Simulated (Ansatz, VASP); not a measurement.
## Two plane-wave programs on KTaO3

INCAR

```
ALGO = Normal
EDIFF = 1E-6
ENCUT = 520
GGA = PS
ISIF = 2
ISMEAR = -1
LASPH = True
LCHARG = False
LREAL = False
LWAVE = False
NBANDS = 27
NELM = 100
PREC = Accurate
SIGMA = 0.05
```

KPOINTS

```
k-points
0
Gamma
  6 6 6
```

POSCAR

```
KTaO3
1.0
    3.9085340000      0.0000000000      0.0000000000
    0.0000000000      3.9085340000      0.0000000000
    0.0000000000      0.0000000000      3.9883000000
Ta K O
1 1 3
Direct
    0.0000000000      0.0000000000      0.0000000000
    0.5000000000      0.5000000000      0.5000000000
    0.0000000000      0.0000000000      0.5000000000
    0.0000000000      0.5000000000      0.0000000000
    0.5000000000      0.0000000000      0.0000000000
```

input.yaml

```yaml
crystal:
  lattice:
    - [3.908534, 0.0, 0.0]
    - [0.0, 3.908534, 0.0]
    - [0.0, 0.0, 3.9883]
  atoms:
    - { symbol: Ta, position: [0.0, 0.0, 0.0] }
    - { symbol: K, position: [0.5, 0.5, 0.5] }
    - { symbol: O, position: [0.0, 0.0, 0.5] }
    - { symbol: O, position: [0.0, 0.5, 0.0] }
    - { symbol: O, position: [0.5, 0.0, 0.0] }
hamiltonian:
  xc: pbesol
  pseudopotentials: { kind: paw }
kpoints:
  mp_grid: { grid: [6, 6, 6] }
  band_path:
    path:
      - [[0.0, 0.0, 0.0], [0.0, 0.5, 0.0], [0.5, 0.5, 0.0], [0.0, 0.0, 0.0], [0.0, 0.0, 0.5], [0.0, 0.5, 0.5], [0.5, 0.5, 0.5], [0.0, 0.0, 0.5]]
      - [[0.0, 0.5, 0.0], [0.0, 0.5, 0.5]]
      - [[0.5, 0.5, 0.0], [0.5, 0.5, 0.5]]
    npoints: 14
scf:
  occupations: { method: fermi_dirac, width: 0.05 }
  n_extra_bands: 12
output:
  forces: true
  stress: true
  eigenvalues: true
  fatbands: false
  write_density: true
  write_potential: true
  elf: true
  volumetric_format: npy
```

Alike in both runs: functional PBEsol; k mesh 6 × 6 × 6; occupations fermi-dirac, width 0.05 eV; no spin polarisation.

```csv
,VASP,Ansatz
version,VASP 6.6.1,Ansatz 0.2.0
potentials or method,"VASP PAW PBE potentials, release 64 (Ta_pv, K_sv, O)",Ansatz PAW
plane-wave cutoff (eV),520,420
valence electrons in the cell,38,40
task,single point,band structure
```

```csv
,VASP,Ansatz,Ansatz less VASP
gap on the k mesh at the Fermi level (eV),2.14,2.19,+0.049
least direct gap on the mesh (eV),2.74,2.77,+0.038
pressure (GPa),9.5,8.6,-0.95
largest component of the traceless stress (GPa),5.86,5.74,-0.116
```

With one functional, cell and mesh, what is left measures potentials, basis and numerics. The two sets of potentials don't hold the same shells in valence.

Caveats: spin-orbit coupling is left out, which moves the levels of the heavy elements; the PAW data sets were made with another functional, which shifts forces and pressure a little (VASP); the pressure holds a Pulay correction of +0.6 GPa for the finite cutoff (Ansatz); the PAW data sets come from PBE, with cores solved anew for the run's functional, which leaves a small shift of forces and pressure (Ansatz). A hybrid or GW would open this gap; PBEsol tends to underestimate it. A k mesh can miss the band edges.
